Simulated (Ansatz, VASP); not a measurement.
Two plane-wave programs on Al3GaAs4

```
CELL_PARAMETERS angstrom
5.72900 0.00270 -0.00353
0.00271 5.73341 0.00303
-0.00339 0.00309 5.74231
ATOMIC_POSITIONS crystal
Al 0.00001 0.49984 0.49999
Al 0.50016 0.49998 0.99982
Al 0.50001 0.00000 0.50015
Ga 0.00013 0.99983 0.00033
As 0.74871 0.74903 0.25099
As 0.74905 0.25101 0.74898
As 0.25082 0.74908 0.74884
As 0.25111 0.25123 0.25089
```

Change from the starting cell: cell x1, atoms moved at random (sigma 0.15 Å) and cell strained at random (1.5 %), then relaxed without symmetry.

Alike in both runs: functional PBE; k mesh 2 × 2 × 2; occupations gaussian, width 0.1 eV; no spin polarisation.

Ansatz relaxed the structure, and its values are those at the end. VASP's run is a single point on that final structure, the one shown.

```csv
,VASP,Ansatz
version,VASP 6.6.1,Ansatz 0.2.0
potentials or method,"VASP PAW PBE potentials, release 64 (Al, Ga_d, As)","scalar-relativistic, plane waves, PAW"
plane-wave cutoff (eV),520,420
valence electrons in the cell,42,82
```

```tsv
	VASP	Ansatz	Ansatz less VASP
gap on the k mesh at the Fermi level (eV)	0.99	1.00	+0.005
least direct gap on the mesh (eV)	1.13	1.13	0.000
pressure (GPa)	0.3	0.1	-0.16
```

The two sets of potentials don't hold the same shells in valence.

Caveats: the k mesh is coarse (spacing up to 0.55 Å⁻¹), so the values aren't converged. A k mesh can miss the band edges.
